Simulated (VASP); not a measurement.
# CdF2 (Fm-3m) in VASP: notebook

Aim: see how the results for CdF2 move with the level of theory and the settings. Levels: r2SCAN, r2SCAN+rVV10. Tasks: relaxation of cell and atoms.

Program: VASP 6.6.1. These are calculated values, not measurements. Logs are shortened: lines on timing, memory, paths and dates and some standing lists are left out, and cuts for length are marked.

### Step 1. Starting point

It takes space group Fm-3m (No. 225, cubic). Conventional cell: a = 5.401 Å, b = 5.401 Å, c = 5.401 Å, α = 90.00°, β = 90.00°, γ = 90.00°. Cd (site symmetry m-3m) is surrounded by 8 F at 2.34 Å. Around F (site symmetry -43m) lie 4 Cd at 2.34 Å.

The cell is a database's computed one.

### Step 2. Relaxation of cell and atoms, r2SCAN

Contents of INCAR:

```
PREC = Accurate
ENCUT = 600
EDIFF = 1E-7
ISMEAR = 0
SIGMA = 0.02
LREAL = False
LASPH = True
NELM = 100
ALGO = Normal
ISIF = 3
LWAVE = False
LCHARG = False
METAGGA = R2SCAN
LMIXTAU = True
IBRION = 2
NSW = 90
EDIFFG = -0.005
```

Contents of KPOINTS:

```
Automatic mesh
0
Gamma
  8 8 8
```

Contents of POSCAR:

```
CdF2
1.0
    0.0000000000      2.7005188900      2.7005188900
    2.7005188900      0.0000000000      2.7005188900
    2.7005188900      2.7005188900      0.0000000000
Cd F
1 2
Direct
    0.0000000000      0.0000000000      0.0000000000
    0.2500000000      0.2500000000      0.2500000000
    0.7500000000      0.7500000000      0.7500000000
```

Potentials or basis: VASP PAW PBE potentials, release 64 (Cd, F).

Launch:

```console
$ cat potpaw_PBE.64/Cd/POTCAR potpaw_PBE.64/F/POTCAR > POTCAR
$ mpirun -np 1 vasp_std > vasp.out
```

OUTCAR:

```text
PREC = Accurate
   ENCUT = 600
   EDIFF = 1E-7
   ISMEAR = 0
   LREAL = False
   LASPH = True
   NELM = 100
   ISIF = 3
   METAGGA = R2SCAN
   IBRION = 2
   NSW = 90
   EDIFFG = -0.005

 ion  position               nearest neighbor table
   1  0.000  0.000  0.000-   2 2.34   3 2.34   3 2.34   3 2.34   3 2.34   2 2.34   2 2.34   2 2.34

   2  0.250  0.250  0.250-   1 2.34   1 2.34   1 2.34   1 2.34
   3  0.750  0.750  0.750-   1 2.34   1 2.34   1 2.34   1 2.34

  LATTYP: Found a face centered cubic cell.
 ALAT       =     5.4010377800

  Lattice vectors:

 A1 = (   0.0000000000,   2.7005188900,   2.7005188900)
 A2 = (   2.7005188900,   0.0000000000,   2.7005188900)
 A3 = (   2.7005188900,   2.7005188900,   0.0000000000)

Analysis of symmetry for initial positions (statically):
=====================================================================
 Subroutine PRICEL returns:
 Original cell was already a primitive cell.

 Routine SETGRP: Setting up the symmetry group for a
 face centered cubic supercell.

 Subroutine GETGRP returns: Found 48 space group operations
 (whereof 48 operations were pure point group operations)
 out of a pool of 48 trial point group operations.

The static configuration has the point symmetry O_h .

Analysis of symmetry for dynamics (positions and initial velocities):
=====================================================================
 Subroutine PRICEL returns:
 Original cell was already a primitive cell.

 Routine SETGRP: Setting up the symmetry group for a
 face centered cubic supercell.

 Subroutine GETGRP returns: Found 48 space group operations
 (whereof 48 operations were pure point group operations)
 out of a pool of 48 trial point group operations.

The dynamic configuration has the point symmetry O_h .

 Subroutine INISYM returns: Found 48 space group operations
 (whereof 48 operations are pure point group operations),
 and found     1 'primitive' translations

----------------------------------------------------------------------------------------

                                     Primitive cell

  volume of cell :      39.3887

  direct lattice vectors                    reciprocal lattice vectors
     0.000000000  2.700518890  2.700518890    -0.185149603  0.185149603  0.185149603
     2.700518890  0.000000000  2.700518890     0.185149603 -0.185149603  0.185149603
     2.700518890  2.700518890  0.000000000     0.185149603  0.185149603 -0.185149603

  length of vectors
     3.819110440  3.819110440  3.819110440     0.320688519  0.320688519  0.320688519

  position of ions in fractional coordinates (direct lattice)
     0.000000000  0.000000000  0.000000000
     0.250000000  0.250000000  0.250000000
     0.750000000  0.750000000  0.750000000

  ion indices of the primitive-cell ions
   primitive index   ion index
                 1           1
                 2           2
                 3           3

----------------------------------------------------------------------------------------

 KPOINTS: Automatic mesh

Automatic generation of k-mesh.
 Grid dimensions read from file:
 generate k-points for:    8    8    8

 Generating k-lattice:

  Cartesian coordinates                     Fractional coordinates (reciprocal lattice)
    -0.023143700  0.023143700  0.023143700     0.125000000  0.000000000  0.000000000
     0.023143700 -0.023143700  0.023143700     0.000000000  0.125000000  0.000000000
     0.023143700  0.023143700 -0.023143700     0.000000000  0.000000000  0.125000000

  Length of vectors
     0.040086065  0.040086065  0.040086065

  Shift w.r.t. Gamma in fractional coordinates (k-lattice)
     0.000000000  0.000000000  0.000000000

 Subroutine IBZKPT returns following result:
 ===========================================

 Found     29 irreducible k-points:

 Following reciprocal coordinates:
            Coordinates               Weight
  0.000000  0.000000  0.000000      1.000000
  0.125000  0.000000  0.000000      8.000000
  0.250000  0.000000  0.000000      8.000000
  0.375000  0.000000  0.000000      8.000000
  0.500000  0.000000  0.000000      4.000000
  0.125000  0.125000  0.000000      6.000000
[... 16 lines left out ...]
  0.500000  0.250000  0.125000     48.000000
 -0.375000  0.250000  0.125000     24.000000
 [... further k-points ...]
   k-points           NKPTS =     29   k-points in BZ     NKDIM =     29   number of bands    NBANDS=     17
   number of dos      NEDOS =    301   number of ions     NIONS =      3
   total plane-waves  NPLWV =  32768
   dimension x,y,z NGX =    32 NGY =   32 NGZ =   32
   dimension x,y,z NGXF=    64 NGYF=   64 NGZF=   64
   ions per type =               1   2
   NGX,Y,Z   is equivalent  to a cutoff of  13.93, 13.93, 13.93 a.u.
   NGXF,Y,Z  is equivalent  to a cutoff of  27.86, 27.86, 27.86 a.u.
 SYSTEM =  unknown system
   PREC   = accura    normal or accurate (medium, high low for compatibility)
   ISTART =      0    job   : 0-new  1-cont  2-samecut
   ICHARG =      2    charge: 1-file 2-atom 10-const
   ISPIN  =      1    spin polarized calculation?
   LNONCOLLINEAR =      F non collinear calculations
   LSORBIT =      F    spin-orbit coupling
   LASPH  =      T    aspherical Exc in radial PAW
   ENCUT  =  600.0 eV  44.10 Ry    6.64 a.u.   7.63  7.63  7.63*2*pi/ulx,y,z
   NELM   =    100;   NELMIN=  2; NELMDL= -5     # of ELM steps
   EDIFF  = 0.1E-06   stopping-criterion for ELM
   LREAL  =      F    real-space projection
   EDIFFG = -.5E-02   stopping-criterion for IOM
   NSW    =     90    number of steps for IOM
   IBRION =      2    ionic relax: 0-MD 1-quasi-New 2-CG
   NFREE  =      1    steps in history (QN), initial steepest desc. (CG)
   ISIF   =      3    stress and relaxation
   ISYM   =      2    0-nonsym 1-usesym 2-fastsym
   POTIM  = 0.5000    time-step for ionic-motion
   TEBEG  =    0.0;   TEEND  =   0.0 temperature during run
   PSTRESS=    0.0 pullay stress
   NELECT =      26.0000    total number of electrons
   NUPDOWN=      -1.0000    fix difference up-down
   EMIN   =  10.00;   EMAX   =-10.00  energy-range for DOS
   EFERMI =   0.00;   METHOD = LEGACY
   ISMEAR =     0;   SIGMA  =   0.02  broadening in eV -4-tet -1-fermi 0-gaus
   EFERMI_NEDOS =   21; number of points for ismear=-14 and -15
   IALGO  =     38    algorithm
   IMIX   =      4    mixing-type and parameters
     AMIX     =   0.40;   BMIX     =  1.00
     AMIX_MAG =   1.60;   BMIX_MAG =  1.00
  volume/ion in A,a.u.               =      13.13        88.60
  Fermi-wavevector in a.u.,A,eV,Ry     =   1.425417  2.693648 27.644519  2.031815
  Thomas-Fermi vector in A             =   2.545804
   LORBIT       =      0    0 simple, 1 ext, 2 COOP (PROOUT), +10 PAW based schemes
   METAGGA = R2SCAN    functional components
   LHFCALC =     F    Hartree Fock is set to
   AEXX    =    0.0000 exact exchange contribution
   IVDW    =     0    specifies the selected vdW correction
   LEPSILON=     F    determine dielectric tensor
   LRPA    =     F    only Hartree local field effects (RPA)
 conjugate gradient relaxation of ions
 non-spin polarized calculation
 Gauss-broadening in eV      SIGMA  =   0.02
  energy-cutoff  :      600.00
  volume of cell :       39.39
 maximum number of plane-waves:      1363
 NGX is ok and might be reduce to    32
   NGX = 15   NGY = 15   NGZ = 15

 number of electron      25.9999990 magnetization

 Free energy of the ion-electron system (eV)
  ---------------------------------------------------
  ext. energy  EPLUGINS =         0.00000000
  ---------------------------------------------------
  free energy    TOTEN  =       -33.72586376 eV

  energy without entropy =      -33.72586376  energy(sigma->0) =      -33.72586376

 E-fermi :  -1.7604     XC(G=0): -11.0061

 val. band max:       -1.9253191261   @ k =  -0.2500   0.5000   0.2500
 cond. band min:       1.8009546844   @ k =   0.0000   0.0000   0.0000
 fundamental gap:      3.7262738105
 Fermi energy:        -1.7604486167

 k-point     1 :       0.0000    0.0000    0.0000
  band No.  band energies     occupation
      1     -23.8249      2.00000
      2     -22.7774      2.00000
      3      -7.5316      2.00000
      4      -7.5315      2.00000
      5      -7.5315      2.00000
      6      -6.3254      2.00000
[... 9 lines left out ...]
     16      11.6510      0.00000
     17      11.6510      0.00000

 k-point     2 :       0.1250    0.0000    0.0000
  band No.  band energies     occupation
      1     -23.7782      2.00000
      2     -22.8193      2.00000
      3      -7.4725      2.00000
      4      -7.4725      2.00000
      5      -7.3662      2.00000
      6      -6.3431      2.00000
[... 9 lines left out ...]
     16      11.8921      0.00000
     17      11.8921      0.00000

 k-point     3 :       0.2500    0.0000    0.0000
  band No.  band energies     occupation
      1     -23.6513      2.00000
      2     -22.9334      2.00000
      3      -7.3368      2.00000
      4      -7.3368      2.00000
      5      -6.9225      2.00000
      6      -6.3582      2.00000
[... 9 lines left out ...]
     16      12.5231      0.00000
     17      12.5231      0.00000

 k-point     4 :       0.3750    0.0000    0.0000
  band No.  band energies     occupation
      1     -23.4762      2.00000
      2     -23.0931      2.00000
      3      -7.2253      2.00000
      4      -7.2253      2.00000
      5      -6.3674      2.00000
      6      -6.3082      2.00000
[... 9 lines left out ...]
     16      13.2546      0.00000
     17      13.2546      0.00000
[... 343 lines left out ...]
      1     -23.5633      2.00000
      2     -23.0050      2.00000
      3      -7.1969      2.00000
      4      -7.1574      2.00000
      5      -6.6561      2.00000
      6      -6.5861      2.00000
[... 9 lines left out ...]
     16      12.2582      0.00000
     17      12.8986      0.00000

 k-point    23 :       0.5000    0.2500    0.1250
  band No.  band energies     occupation
      1     -23.4225      2.00000
      2     -23.1286      2.00000
      3      -7.1042      2.00000
      4      -7.0066      2.00000
      5      -6.5526      2.00000
      6      -6.3224      2.00000
[... 9 lines left out ...]
     16      12.0441      0.00000
     17      13.0431      0.00000

 k-point    24 :      -0.3750    0.2500    0.1250
  band No.  band energies     occupation
      1     -23.2884      2.00000
      2     -23.2550      2.00000
      3      -7.0735      2.00000
      4      -6.9676      2.00000
      5      -6.3805      2.00000
      6      -6.3606      2.00000
[... 9 lines left out ...]
     16      11.9576      0.00000
     17      12.8461      0.00000

 [... further k-points ...]

------------------------ aborting loop because EDIFF is reached ----------------------------------------

  FORCE on cell =-STRESS in cart. coord.  units (eV):
  Direction    XX          YY          ZZ          XY          YZ          ZX
  --------------------------------------------------------------------------------------
  -------------------------------------------------------------------------------------
  Total       -0.0097680     -0.0097680     -0.0097680     -0.0000000      0.0000000      0.0000000
  in kB       -0.3973236     -0.3973236     -0.3973236     -0.0000000      0.0000000      0.0000000
  external PRESSURE =      -0.3973236 kB  Pullay stress =       0.0000000 kB

 VOLUME and BASIS-vectors are now :
 -----------------------------------------------------------------------------
  energy-cutoff  :      600.00
  volume of cell :       39.39
      direct lattice vectors                 reciprocal lattice vectors
     0.000000000  2.700518890  2.700518890    -0.185149603  0.185149603  0.185149603
     2.700518890  0.000000000  2.700518890     0.185149603 -0.185149603  0.185149603
     2.700518890  2.700518890  0.000000000     0.185149603  0.185149603 -0.185149603

 POSITION                                       TOTAL-FORCE (eV/Angst)
 -----------------------------------------------------------------------------------
      0.00000      0.00000      0.00000        -0.000000      0.000000      0.000000
      1.35026      1.35026      1.35026         0.000000      0.000000     -0.000000
      4.05078      4.05078      4.05078        -0.000000     -0.000000      0.000000
 -----------------------------------------------------------------------------------
    total drift:                                0.000000     -0.000000      0.000000

  FREE ENERGIE OF THE ION-ELECTRON SYSTEM (eV)
  ---------------------------------------------------
  free  energy   TOTEN  =       -33.7258637565 eV

  energy  without entropy=      -33.7258637565  energy(sigma->0) =      -33.72586376

 reached required accuracy - stopping structural energy minimisation
```

Wall time 55 s (1 thread of Intel Xeon Platinum 8559C (Emerald Rapids), shared host); peak memory 0.19 GiB.

Results:

```yaml
Free_energy: -33.7259 eV
Pressure_after_relaxing: 0.0 GPa
Band_gap_on_the_k_mesh: 3.73 eV, indirect (least direct gap 4.24 eV)
```

Final structure:
```cif
data_structure
_symmetry_space_group_name_H-M 'P 1'
_symmetry_Int_Tables_number 1
_cell_length_a 3.8191
_cell_length_b 3.8191
_cell_length_c 3.8191
_cell_angle_alpha 60.000
_cell_angle_beta 60.000
_cell_angle_gamma 60.000
_cell_volume 39.39
loop_
_atom_site_label
_atom_site_type_symbol
_atom_site_fract_x
_atom_site_fract_y
_atom_site_fract_z
_atom_site_occupancy
Cd1 Cd 0.00000 0.00000 0.00000 1
F1 F 0.25000 0.25000 0.25000 1
F2 F 0.75000 0.75000 0.75000 1
```

Caveat: the relaxation stopped at its first step, so nothing moved; the PAW data sets were made with another functional, which shifts forces and pressure a little. r2SCAN opens gaps a little over a GGA but as a rule still falls short of measured ones.

### Step 3. Relaxation of cell and atoms, r2SCAN+rVV10

INCAR, as its differences from that of step 2:

```diff
@@ -14,2 +14,6 @@
 LMIXTAU = True
+LUSE_VDW = True
+IVDW_NL = 2
+BPARAM = 11.95
+CPARAM = 0.0093
 IBRION = 2
```

KPOINTS is that of step 2.

POSCAR is that of step 2.

Potentials or basis: VASP PAW PBE potentials, release 64 (Cd, F).

Launch:

```console
$ cat potpaw_PBE.64/Cd/POTCAR potpaw_PBE.64/F/POTCAR > POTCAR
$ mpirun -np 1 vasp_std > vasp.out
```

Run time: 4.3 min. Hardware: 1 thread of Intel Xeon Platinum 8559C (Emerald Rapids), shared host; peak memory 0.33 GiB.

The run converged. Its results:

| Property | Result |
| --- | --- |
| Free energy | -32.8546 eV |
| Relaxed volume | 12.97 Å³/atom |
| Relaxed cell | a = 3.804 Å, b = 3.804 Å, c = 3.804 Å, α = 60.00°, β = 60.00°, γ = 60.00° |
| Space group after relaxing (to 0.05 Å) | Fm-3m (No. 225) |
| Energy gained by relaxing | 0.7 meV/atom |
| Ionic steps | 3 |
| Pressure after relaxing | 0.0 GPa |
| Band gap on the k mesh | 3.70 eV, indirect (least direct gap 4.19 eV) |

Step by step:
```
step  energy change (eV)  largest force (eV/Å)  pressure (GPa)  volume (Å³)
   1              0.0000                0.0000           -1.40        39.39
   2             -0.0018                0.0000            0.53        38.74
   3             -0.0021                0.0000            0.00        38.91
```

Final structure:
```
Cd F
1.0
     0.00000    2.68956    2.68956
     2.68956    0.00000    2.68956
     2.68956    2.68956    0.00000
Cd F
1 2
Direct
  0.00000 0.00000 0.00000
  0.25000 0.25000 0.25000
  0.75000 0.75000 0.75000
```

Levels at points of the mesh, in eV from the valence-band top:
| k point | band 9 | band 10 | band 11 | band 12 | band 13 | band 14 | band 15 | band 16 | band 17 |
| --- | --- | --- | --- | --- | --- | --- | --- | --- | --- |
| (0.00, 0.00, 0.00) | -1.01 | -1.01 | -0.49 | -0.49 | -0.49 | 3.70 | 13.57 | 13.57 | 13.57 |
| (0.50, 0.00, 0.00) | -2.33 | -1.88 | -1.88 | -0.40 | -0.40 | 8.00 | 9.58 | 15.60 | 15.60 |
| (0.50, 0.50, 0.00) | -3.01 | -3.01 | -0.53 | -0.09 | -0.09 | 8.90 | 10.51 | 12.00 | 15.29 |

Caveat: the PAW data sets were made with another functional, which shifts forces and pressure a little.
